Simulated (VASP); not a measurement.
# MnS (F-43m) in VASP: notebook

One crystal, MnS, is run at these levels: PBE+U; tasks: single point.

Everything below comes from runs of VASP 6.6.1. Logs are shortened: lines on timing, memory, paths and dates and some standing lists are left out, and cuts for length are marked.

## Step 1: The crystal as given

The structure is cubic, space group F-43m (No. 216). Conventional cell: a = 5.600 Å, b = 5.600 Å, c = 5.600 Å, α = 90.00°, β = 90.00°, γ = 90.00°. Around Mn (site symmetry -43m) lie 4 S at 2.42 Å. S (site symmetry -43m) is surrounded by 4 Mn at 2.42 Å.

## Step 2: Single point, PBE+U, collinear spin, typed start

Contents of INCAR:

```
SYSTEM = MnS
PREC = Accurate
ENCUT = 520
EDIFF = 1E-6
ISMEAR = 0
SIGMA = 0.05
LREAL = .FALSE.
LASPH = .TRUE.
NELM = 150
ALGO = Fast
ISIF = 2
LWAVE = .FALSE.
LCHARG = .FALSE.
ISPIN = 2
MAGMOM = 5 -5 0 0
LORBIT = 11
LMAXMIX = 4
LDAU = .TRUE.
LDAUTYPE = 2
LDAUL = 2 -1
LDAUU = 6 0
LDAUJ = 0 0
LDAUPRINT = 1
GGA = PE
NBANDS = 31
```

Contents of KPOINTS:

```
regular mesh
0
G
  6 6 6
  0 0 0
```

Contents of POSCAR:

```
MnS
1.0
    0.0000000000      2.8000000000      2.8000000000
    5.6000000000      2.8000000000      2.8000000000
    5.6000000000      5.6000000000      0.0000000000
Mn S
2 2
Direct
    0.0000000000      0.0000000000      0.0000000000
    0.0000000000      0.0000000000      0.5000000000
    0.7500000000      0.7500000000      0.0000000000
    0.7500000000      0.7500000000      0.5000000000
```

Potentials or basis: VASP PAW PBE potentials, release 64 (Mn_pv, S).

On the command line:

```console
cat potpaw_PBE.64/Mn_pv/POTCAR potpaw_PBE.64/S/POTCAR > POTCAR
mpirun -np 1 vasp_std > vasp.out
```

OUTCAR:

```text
SYSTEM = MnS
   PREC = Accurate
   ENCUT = 520
   EDIFF = 1E-6
   ISMEAR = 0
   LREAL = .FALSE.
   LASPH = .TRUE.
   NELM = 150
   ISIF = 2
   ISPIN = 2
   LORBIT = 11
   GGA = PE

 ion  position               nearest neighbor table
   1  0.000  0.000  0.000-   3 2.42   4 2.42   3 2.42   4 2.42
   2  0.000  0.000  0.500-   4 2.42   3 2.42   3 2.42   4 2.42
   3  0.750  0.750  0.000-   1 2.42   2 2.42   2 2.42   1 2.42
   4  0.750  0.750  0.500-   2 2.42   1 2.42   1 2.42   2 2.42

  LATTYP: Found a simple tetragonal cell.
 ALAT       =     3.9597979746
 C/A-ratio  =     1.4142135624

  Lattice vectors:

 A1 = (   0.0000000000,  -2.8000000000,   2.8000000000)
 A2 = (   0.0000000000,  -2.8000000000,  -2.8000000000)
 A3 = (   5.6000000000,   0.0000000000,   0.0000000000)

Analysis of symmetry for initial positions (statically):
=====================================================================
 Subroutine PRICEL returns following result:

  LATTYP: Found a face centered cubic cell.
 ALAT       =     5.6000000000
[... 12 lines left out ...]
 Subroutine GETGRP returns: Found  8 space group operations
 (whereof  8 operations were pure point group operations)
 out of a pool of 16 trial point group operations.

The static configuration has the point symmetry D_2d.

Analysis of symmetry for dynamics (positions and initial velocities):
=====================================================================
 Subroutine PRICEL returns following result:

  LATTYP: Found a face centered cubic cell.
 ALAT       =     5.6000000000
[... 12 lines left out ...]
 Subroutine GETGRP returns: Found  8 space group operations
 (whereof  8 operations were pure point group operations)
 out of a pool of 16 trial point group operations.

The dynamic configuration has the point symmetry D_2d.

Analysis of structural, dynamic, and magnetic symmetry:
=====================================================================
 Subroutine PRICEL returns following result:

  LATTYP: Found a face centered cubic cell.
 ALAT       =     5.6000000000
[... 12 lines left out ...]
 Subroutine GETGRP returns: Found  8 space group operations
 (whereof  8 operations were pure point group operations)
 out of a pool of 16 trial point group operations.

The overall configuration has the point symmetry D_2d.

 Subroutine INISYM returns: Found  8 space group operations
 (whereof  8 operations are pure point group operations),
 and found     2 'primitive' translations

----------------------------------------------------------------------------------------

                                     Primitive cell

  volume of cell :      43.9040

  direct lattice vectors                    reciprocal lattice vectors
    -2.800000000  2.800000000 -0.000000000    -0.178571429  0.178571429 -0.178571429
    -2.800000000  0.000000000  2.800000000    -0.178571429 -0.178571429  0.178571429
     0.000000000  2.800000000  2.800000000     0.178571429  0.178571429  0.178571429

  length of vectors
     3.959797975  3.959797975  3.959797975     0.309294787  0.309294787  0.309294787

  position of ions in fractional coordinates (direct lattice)
     0.000000000  0.000000000  0.000000000
     0.250000000  0.250000000  0.250000000

  ion indices of the primitive-cell ions
   primitive index   ion index
                 1           1
                 2           3

----------------------------------------------------------------------------------------

 KPOINTS: regular mesh

Automatic generation of k-mesh.
 Grid dimensions read from file:
 generate k-points for:    6    6    6

 Generating k-lattice:

  Cartesian coordinates                     Fractional coordinates (reciprocal lattice)
    -0.029761905  0.029761905  0.029761905     0.166666667  0.000000000  0.000000000
     0.029761905 -0.029761905  0.029761905     0.000000000  0.166666667  0.000000000
     0.000000000  0.029761905 -0.029761905     0.000000000  0.000000000  0.166666667

  Length of vectors
     0.051549131  0.051549131  0.042089689

  Shift w.r.t. Gamma in fractional coordinates (k-lattice)
     0.000000000  0.000000000  0.000000000

 Subroutine IBZKPT returns following result:
 ===========================================

 Found     40 irreducible k-points:
[... 73 lines left out ...]
   U (eV)           for each species LDAUU =   6.0  0.0
   J (eV)           for each species LDAUJ =   0.0  0.0
   GGA     = PE    functional components
   LHFCALC =     F    Hartree Fock is set to
   AEXX    =    0.0000 exact exchange contribution
   IVDW    =     0    specifies the selected vdW correction
   LEPSILON=     F    determine dielectric tensor
   LRPA    =     F    only Hartree local field effects (RPA)
 spin polarized calculation
 RMM-DIIS sequential band-by-band and
 Gauss-broadening in eV      SIGMA  =   0.05
  energy-cutoff  :      520.00
  volume of cell :       87.81
 maximum number of plane-waves:      2405
 NGX is ok and might be reduce to    30
[... 52 lines left out ...]
  0.0000  0.9426  0.0000 -0.0000 -0.0000
  0.0000  0.0000  0.9391  0.0000 -0.0002
  0.0000 -0.0000  0.0000  0.9449  0.0000
 -0.0000 -0.0000 -0.0002  0.0000  0.9393

 occupancies and eigenvectors

  o =  0.0155  v =  0.0000 -0.0000  0.5000 -0.0000 -0.8660  0.0000  0.0000  0.0000  0.0000  0.0000      0.0000  0.0000  0.0000  0.0000  0.0000  0.0000  0.0000  0.0000  0.0000  0.0000
  o =  0.0170  v =  0.0000  0.0000  0.8660  0.0000  0.5000  0.0000  0.0000  0.0000  0.0000  0.0000      0.0000  0.0000  0.0000  0.0000  0.0000  0.0000  0.0000  0.0000  0.0000  0.0000
  o =  0.0529  v =  0.0000  0.0000 -0.0000 -1.0000  0.0000  0.0000  0.0000  0.0000  0.0000  0.0000      0.0000  0.0000  0.0000  0.0000  0.0000  0.0000  0.0000  0.0000  0.0000  0.0000
  o =  0.0529  v =  1.0000  0.0000  0.0000  0.0000  0.0000  0.0000  0.0000  0.0000  0.0000  0.0000      0.0000  0.0000  0.0000  0.0000  0.0000  0.0000  0.0000  0.0000  0.0000  0.0000
  o =  0.0559  v =  0.0000 -1.0000  0.0000 -0.0000  0.0000  0.0000  0.0000  0.0000  0.0000  0.0000      0.0000  0.0000  0.0000  0.0000  0.0000  0.0000  0.0000  0.0000  0.0000  0.0000
  o =  0.9390  v =  0.0000  0.0000  0.0000  0.0000  0.0000  0.0000 -0.0000  0.8660  0.0000  0.5000      0.0000  0.0000  0.0000  0.0000  0.0000  0.0000  0.0000  0.0000  0.0000  0.0000
  o =  0.9394  v =  0.0000  0.0000  0.0000  0.0000  0.0000  0.0000 -0.0000 -0.5000 -0.0000  0.8660      0.0000  0.0000  0.0000  0.0000  0.0000  0.0000  0.0000  0.0000  0.0000  0.0000
  o =  0.9426  v =  0.0000  0.0000  0.0000  0.0000  0.0000  0.0000 -1.0000 -0.0000  0.0000 -0.0000      0.0000  0.0000  0.0000  0.0000  0.0000  0.0000  0.0000  0.0000  0.0000  0.0000
  o =  0.9449  v =  0.0000  0.0000  0.0000  0.0000  0.0000  1.0000  0.0000  0.0000  0.0000  0.0000      0.0000  0.0000  0.0000  0.0000  0.0000  0.0000  0.0000  0.0000  0.0000  0.0000
  o =  0.9449  v =  0.0000  0.0000  0.0000  0.0000  0.0000  0.0000  0.0000 -0.0000  1.0000  0.0000      0.0000  0.0000  0.0000  0.0000  0.0000  0.0000  0.0000  0.0000  0.0000  0.0000

 number of electron      37.9999986 magnetization       0.0000000

 Free energy of the ion-electron system (eV)
  ---------------------------------------------------
  ext. energy  EPLUGINS =         0.00000000
  ---------------------------------------------------
  free energy    TOTEN  =       -25.05491223 eV

  energy without entropy =      -25.05491223  energy(sigma->0) =      -25.05491223

 E-fermi :   3.3280     XC(G=0):  -9.2872

 val. band max:        3.0621239387   @ k =   0.0000   0.0000   0.0000
 cond. band min:       5.9667404938   @ k =   0.0000   0.0000   0.0000
 fundamental gap:      2.9046165551
 Fermi energy:         3.3279786489

 spin component 1

 k-point     1 :       0.0000    0.0000    0.0000
  band No.  band energies     occupation
      1     -46.3289      1.00000
      2     -46.3239      1.00000
      3     -46.3239      1.00000
      4     -41.4508      1.00000
      5     -41.4508      1.00000
      6     -41.4476      1.00000
[... 1625 lines left out ...]
     30      12.1193      0.00000
     31      12.9097      0.00000

 [... further k-points ...]

------------------------ aborting loop because EDIFF is reached ----------------------------------------

  FORCE on cell =-STRESS in cart. coord.  units (eV):
  Direction    XX          YY          ZZ          XY          YZ          ZX
  --------------------------------------------------------------------------------------
  -------------------------------------------------------------------------------------
  Total        2.7753994      2.9525113      2.9525113      0.0000000      0.0000000     -0.0000000
  in kB       50.6409667     53.8726163     53.8726163      0.0000000      0.0000000     -0.0000000
  external PRESSURE =      52.7953997 kB  Pullay stress =       0.0000000 kB

 VOLUME and BASIS-vectors are now :
 -----------------------------------------------------------------------------
  energy-cutoff  :      520.00
  volume of cell :       87.81
      direct lattice vectors                 reciprocal lattice vectors
     0.000000000  2.800000000  2.800000000    -0.178571429  0.178571429  0.178571429
     5.600000000  2.800000000  2.800000000     0.178571429 -0.178571429  0.178571429
     5.600000000  5.600000000  0.000000000     0.000000000  0.178571429 -0.178571429

 POSITION                                       TOTAL-FORCE (eV/Angst)
 -----------------------------------------------------------------------------------
      0.00000      0.00000      0.00000        -0.000000     -0.000000     -0.000000
      2.80000      2.80000      0.00000        -0.000000     -0.000000      0.000000
      4.20000      4.20000      4.20000         0.000000      0.000000      0.000000
      7.00000      7.00000      4.20000         0.000000      0.000000      0.000000
 -----------------------------------------------------------------------------------
    total drift:                               -0.000012      0.000008     -0.000004

  FREE ENERGIE OF THE ION-ELECTRON SYSTEM (eV)
  ---------------------------------------------------
  free  energy   TOTEN  =       -25.0549122268 eV

  energy  without entropy=      -25.0549122268  energy(sigma->0) =      -25.05491223

 total charge

# of ion       s       p       d       tot
------------------------------------------
    1        0.264   6.216   4.887  11.367
    2        0.264   6.216   4.887  11.367
    3        1.311   2.499   0.000   3.810
    4        1.311   2.499   0.000   3.810
--------------------------------------------------
tot          3.150  17.429   9.773  30.353

 magnetization (x)

# of ion       s       p       d       tot
------------------------------------------
    1        0.034   0.045   4.506   4.586
    2       -0.034  -0.045  -4.506  -4.586
    3        0.000   0.000   0.000   0.000
    4        0.000   0.000   0.000   0.000
--------------------------------------------------
tot          0.000   0.000   0.000   0.000
```

Wall time 8.8 min (1 thread of Intel Xeon Platinum 8375C at 2.90GHz (Ice Lake), shared host); peak memory 0.45 GiB.

Results:

| Property | Result |
| --- | --- |
| Free energy | -25.0549 eV |
| Pressure | 5.3 GPa |
| Band gap on the k mesh | 2.90 eV |
| Net moment | 0.00 μB per cell |
| Site moments | Mn +4.59, -4.59; S +0.00 μB |
| Valence electrons inside the program's atomic spheres | Mn 11.37; S 3.81 |

Eigenvalues of the final occupation matrices:
```csv
site,spin,trace,eigenvalues
site 1 d,1,4.71,0.94 0.94 0.94 0.94 0.94
site 1 d,2,0.19,0.02 0.02 0.05 0.05 0.06
site 2 d,1,0.19,0.02 0.02 0.05 0.05 0.06
site 2 d,2,4.71,0.94 0.94 0.94 0.94 0.94
```

A k mesh can miss the band edges. The state reached can hang on the start; a lower one may exist.

## Step 3: Single point, PBE+U, collinear spin, twin_end start

Contents of INCAR:

```
SYSTEM = MnS
  PREC = Accurate
  ENCUT = 520
  EDIFF = 1E-7
  ISMEAR = 0
  SIGMA = 0.05
  LREAL = .False.
  LASPH = .True.
  NELM = 150
  ALGO = Normal
  ISIF = 2
  LWAVE = .False.
  LCHARG = .False.
  ISPIN = 2
  MAGMOM = 4.79 -4.79 0 0
  LORBIT = 11
  LMAXMIX = 4
  LDAU = .True.
  LDAUTYPE = 2
  LDAUL = 2 -1
  LDAUU = 6 0
  LDAUJ = 0 0
  LDAUPRINT = 1
  GGA = PE
  NBANDS = 31
```

Contents of KPOINTS:

```
regular mesh
0
Gamma
  6 6 6
  0 0 0
```

POSCAR is that of step 2.

Potentials or basis: VASP PAW PBE potentials, release 64 (Mn_pv, S).

On the command line:

```console
cat potpaw_PBE.64/Mn_pv/POTCAR potpaw_PBE.64/S/POTCAR > POTCAR
mpirun -np 1 vasp_std > vasp.out
```

Wall time 8.3 min (1 thread of Intel Xeon Platinum 8375C at 2.90GHz (Ice Lake), shared host); peak memory 0.46 GiB.

It converged, with:

* Free energy: -25.0549 eV
* Pressure: 5.3 GPa
* Band gap on the k mesh: 2.90 eV
* Net moment: 0.00 μB per cell
* Site moments: Mn +4.59, -4.59; S +0.00 μB
* Valence electrons inside the program's atomic spheres: Mn 11.37; S 3.81

Stress tensor (GPa, compression positive):
```
5.07 0.00 0.00
0.00 5.39 0.00
0.00 0.00 5.39
```

Levels at points of the mesh, in eV from the valence-band top:
Spin up:
```csv
k point,band 15,band 16,band 17,band 18,band 19,band 20,band 21,band 22,band 23,band 24
"(0.00, 0.00, 0.00)",-1.71,-1.71,-0.27,0.00,0.00,2.90,3.47,4.17,5.08,5.99
"(0.50, 0.00, 0.00)",-3.71,-1.05,-0.90,-0.27,-0.14,4.07,4.71,4.71,4.91,5.51
"(0.50, 0.50, 0.00)",-2.57,-1.72,-1.53,-1.53,-1.32,3.08,3.08,3.78,4.82,5.17
"(0.00, 0.00, 0.50)",-2.70,-1.83,-1.26,-1.05,-0.27,4.34,4.83,4.92,5.16,5.36
"(0.50, 0.00, 0.50)",-2.84,-2.28,-1.90,-1.90,-1.73,3.88,3.88,4.83,5.16,5.18
"(0.00, 0.50, 0.50)",-1.57,-1.57,-1.14,-0.14,-0.14,4.15,4.66,5.00,5.08,5.37
```
Spin down:
| k point | band 16 | band 17 | band 18 | band 19 | band 20 | band 21 | band 22 | band 23 |
| --- | --- | --- | --- | --- | --- | --- | --- | --- |
| (0.00, 0.00, 0.00) | -1.71 | -0.27 | 0.00 | 0.00 | 2.90 | 3.47 | 4.17 | 5.08 |
| (0.50, 0.00, 0.00) | -1.05 | -0.90 | -0.27 | -0.14 | 4.07 | 4.71 | 4.71 | 4.91 |
| (0.50, 0.50, 0.00) | -1.72 | -1.53 | -1.53 | -1.32 | 3.08 | 3.08 | 3.78 | 4.82 |
| (0.00, 0.00, 0.50) | -1.83 | -1.26 | -1.05 | -0.27 | 4.34 | 4.83 | 4.92 | 5.16 |
| (0.50, 0.00, 0.50) | -2.28 | -1.90 | -1.90 | -1.73 | 3.88 | 3.88 | 4.83 | 5.16 |
| (0.00, 0.50, 0.50) | -1.57 | -1.14 | -0.14 | -0.14 | 4.15 | 4.66 | 5.00 | 5.08 |

Eigenvalues of the final occupation matrices:
| site | spin | trace | eigenvalues |
| --- | --- | --- | --- |
| site 1 d | 1 | 4.71 | 0.94 0.94 0.94 0.94 0.94 |
| site 1 d | 2 | 0.19 | 0.02 0.02 0.05 0.05 0.06 |
| site 2 d | 1 | 0.19 | 0.02 0.02 0.05 0.05 0.06 |
| site 2 d | 2 | 4.71 | 0.94 0.94 0.94 0.94 0.94 |

A k mesh can miss the band edges. The state reached can hang on the start; a lower one may exist.

## Step 4: Single point, PBE+U, collinear spin, twin_end start

Contents of INCAR:

```
PREC     = Accurate       # precision mode
ENCUT    = 520            # plane-wave cutoff, eV
EDIFF    = 1E-6           # SCF threshold, eV
ISMEAR   = 0              # smearing method
SIGMA    = 0.05           # smearing width, eV
LREAL    = False          # projectors in reciprocal space
LASPH    = True           # aspherical terms in the spheres
NELM     = 150            # most SCF steps
ALGO     = Fast           # electronic algorithm
ISIF     = 2              # what is computed and relaxed
LWAVE    = False          # write WAVECAR
LCHARG   = True           # write CHGCAR
ISPIN    = 2              # spin polarisation
MAGMOM   = 4.81 -0.95 0.01 0.01 # initial moments
LORBIT   = 11             # projections on sites
LMAXMIX  = 4              # l up to which the mixer works
LDAU     = True           # DFT+U
LDAUTYPE = 2            
LDAUL    = 2 -1           # shell
LDAUU    = 6 0            # U, eV
LDAUJ    = 0 0          
LDAUPRINT= 1            
GGA      = PE             # functional
LELF     = True           # ELF
LVHAR    = True         
NBANDS   = 31             # bands
```

Contents of KPOINTS:

```
Automatic mesh
0
Gamma
  6 6 6
```

POSCAR is that of step 3.

On the command line:

```console
cat potpaw_PBE.64/Mn_pv/POTCAR potpaw_PBE.64/S/POTCAR > POTCAR
mpirun -np 1 vasp_std > vasp.out
```

Wall time 8.7 min (1 thread of Intel Xeon Platinum 8375C at 2.90GHz (Ice Lake), shared host); peak memory 0.45 GiB.

It converged, with:

| Quantity | Value |
| --- | --- |
| Free energy | -25.0549 eV |
| Pressure | 5.3 GPa |
| Band gap on the k mesh | 2.90 eV |
| Net moment | 0.00 μB per cell |
| Site moments | Mn +4.59, -4.59; S -0.00 μB |
| Valence electrons inside the program's atomic spheres | Mn 11.37; S 3.81 |

Stress tensor (GPa, compression positive):
```
5.07 0.00 0.00
0.00 5.39 0.00
0.00 0.00 5.39
```

Levels at points of the mesh, in eV from the valence-band top:
Spin up:
| k point | band 16 | band 17 | band 18 | band 19 | band 20 | band 21 | band 22 | band 23 |
| --- | --- | --- | --- | --- | --- | --- | --- | --- |
| (0.00, 0.00, 0.00) | -1.71 | -0.27 | 0.00 | 0.00 | 2.90 | 3.47 | 4.17 | 5.08 |
| (0.50, 0.00, 0.00) | -1.05 | -0.90 | -0.27 | -0.14 | 4.07 | 4.71 | 4.71 | 4.91 |
| (0.50, 0.50, 0.00) | -1.72 | -1.53 | -1.53 | -1.32 | 3.08 | 3.08 | 3.78 | 4.82 |
| (0.00, 0.00, 0.50) | -1.83 | -1.26 | -1.05 | -0.27 | 4.34 | 4.83 | 4.92 | 5.16 |
| (0.50, 0.00, 0.50) | -2.28 | -1.90 | -1.90 | -1.73 | 3.88 | 3.88 | 4.83 | 5.16 |
| (0.00, 0.50, 0.50) | -1.57 | -1.14 | -0.14 | -0.14 | 4.15 | 4.66 | 5.00 | 5.08 |
Spin down:
```
           k point  band 16  band 17  band 18  band 19  band 20  band 21  band 22  band 23
(0.00, 0.00, 0.00)    -1.71    -0.27     0.00     0.00     2.90     3.47     4.17     5.08
(0.50, 0.00, 0.00)    -1.05    -0.90    -0.27    -0.14     4.07     4.71     4.71     4.91
(0.50, 0.50, 0.00)    -1.72    -1.53    -1.53    -1.32     3.08     3.08     3.78     4.82
(0.00, 0.00, 0.50)    -1.83    -1.26    -1.05    -0.27     4.34     4.83     4.92     5.16
(0.50, 0.00, 0.50)    -2.28    -1.90    -1.90    -1.73     3.88     3.88     4.83     5.16
(0.00, 0.50, 0.50)    -1.57    -1.14    -0.14    -0.14     4.15     4.66     5.00     5.08
```

Eigenvalues of the final occupation matrices:
```csv
site,spin,trace,eigenvalues
site 1 d,1,4.71,0.94 0.94 0.94 0.94 0.94
site 1 d,2,0.19,0.02 0.02 0.05 0.05 0.06
site 2 d,1,0.19,0.02 0.02 0.05 0.05 0.06
site 2 d,2,4.71,0.94 0.94 0.94 0.94 0.94
```
